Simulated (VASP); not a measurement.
Wanted: the native input for a VASP 6.6.1 run.

```
Task                      : relaxation of the atoms
Functional                : PBE
Dispersion                : TS
Potentials or basis       : VASP PAW PBE potentials, release 64 (Sc_sv)
Cutoff                    : 520 eV
k mesh                    : 8 × 8 × 1
Occupations               : gaussian, width 0.05 eV
Spin                      : no spin polarisation
Dipole correction         : yes
Atoms held fixed (from 0) : [0, 1]
Further INCAR settings    : ALGO = Normal; EDIFF = 1e-06; IBRION = 2; EDIFFG = -0.005; NSW = 40
```

The structure of Sc lies in POSCAR:

```
Sc
1.0
    3.2109718934      0.0000000000      0.0000000000
    0.0000000000      3.2109718934      0.0000000000
    0.0000000000      0.0000000000     24.0820000000
Sc
5
Selective dynamics
Direct
    0.5000000000      0.5000000000      0.3114359272  F F F
    0.0000000000      0.0000000000      0.4057179636  F F F
    0.5000000000      0.5000000000      0.5000000000  T T T
    0.0000000000      0.0000000000      0.5942820364  T T T
    0.5000000000      0.5000000000      0.6885640728  T T T
```

The cell isn't the ideal one: the (1 0 0) slab of Sc, cut from the database cell, not relaxed.

The input as run:

INCAR

```
PREC     = Accurate       # precision mode
ENCUT    = 520            # plane-wave cutoff, eV
EDIFF    = 1E-6           # SCF threshold, eV
ISMEAR   = 0              # smearing method
SIGMA    = 0.05           # smearing width, eV
LREAL    = F              # projectors in reciprocal space
LASPH    = T              # aspherical terms in the spheres
NELM     = 100            # most SCF steps
ALGO     = Normal         # electronic algorithm
ISIF     = 2              # what is computed and relaxed
LWAVE    = F              # write WAVECAR
LCHARG   = F              # write CHGCAR
LDIPOL   = T            
IDIPOL   = 3            
DIPOL    = 0.5 0.5 0.500
GGA      = PE             # functional
IVDW     = 2              # dispersion correction
IBRION   = 2              # ionic algorithm
NSW      = 40             # ionic steps
EDIFFG   = -0.005         # ionic threshold
```

KPOINTS

```
Automatic mesh
0
Gamma
  8 8 1
```

Potentials or basis: VASP PAW PBE potentials, release 64 (Sc_sv).

The run is started by

```console
$ cat potpaw_PBE.64/Sc_sv/POTCAR > POTCAR
$ mpirun -np 1 vasp_std > vasp.out
```

Results of the run:

```yaml
Energy_gained_by_relaxing: 11.3 meV/atom
Ionic_steps: 19
Band_gap_on_the_k_mesh: none (metal or under the smearing width)
Dispersion_energy_per_atom: -0.657 eV
```

Caveat: atom-pairwise D2, TS and ULG terms overbind metals.

Run time: 20 min on 1 thread of Intel(R) Xeon(R) 6975P-C (Granite Rapids) (shared host), peak memory 0.36 GiB.
